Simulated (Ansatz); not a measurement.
Theory: DFT PBE, scalar-relativistic, plane waves, PAW (Ansatz). Settings: cutoff 420 eV, Γ-centred meshes spaced at most about 0.3 Å⁻¹, and about 0.25 Å⁻¹ or finer for metals (2π included), Gaussian smearing. No spin polarisation.

These are static total energies at zero pressure.

Two forms of BiTe₄ were relaxed alike.

A.

Space group I4/mmm (No. 139). a = 6.135 Å, b = 6.135 Å, c = 9.388 Å, α = 90.00°, β = 90.00°, γ = 90.00°
| atom | site | symmetry | x | y | z |
| --- | --- | --- | --- | --- | --- |
| Bi | 2a | 4/mmm | 0.0000 | 0.0000 | 0.0000 |
| Te | 4e | 4mm | 0.0000 | 0.0000 | 0.3427 |
| Te | 4c | mmm. | 0.0000 | 0.5000 | 0.0000 |

B.

Space group Im-3m (No. 229). a = 7.222 Å, b = 7.222 Å, c = 7.222 Å, α = 90.00°, β = 90.00°, γ = 90.00°
| atom | site | symmetry | x | y | z |
| --- | --- | --- | --- | --- | --- |
| Bi | 2a | m-3m | 0.0000 | 0.0000 | 0.0000 |
| Te | 8c | .-3m | 0.2500 | 0.2500 | 0.2500 |

Task: Which would you expect to be lower, and how large is the difference?

Result: A is lower, by 144 meV/atom. A has space group I4/mmm (No. 139), 35.3 Å³/atom and no gap on its mesh; B has space group Im-3m (No. 229), 37.7 Å³/atom and no gap. Counting Te atoms around Bi (those within 1.25 times the shortest such distance or 1.15 times the sum of covalent radii), A has Bi 6 and B has Bi 8. A holds Te–Te pairs (shortest 2.95 Å); in B the shortest Te–Te distance is 3.61 Å. The denser one is the lower, and pressure would at first widen the difference. Even the lower one lies +0.20 eV/atom against the reference forms of the elements (uncorrected), so neither is stable at this level. Both come from invented guesses.

These runs have no spin–orbit coupling, which can matter for Bi and Te. In I4/mmm, Im-3m an odd number of electrons in the primitive cell allows no gap without spin; a larger cell or a magnetic state could open one. Cells relaxed within their symmetry can be saddle points.
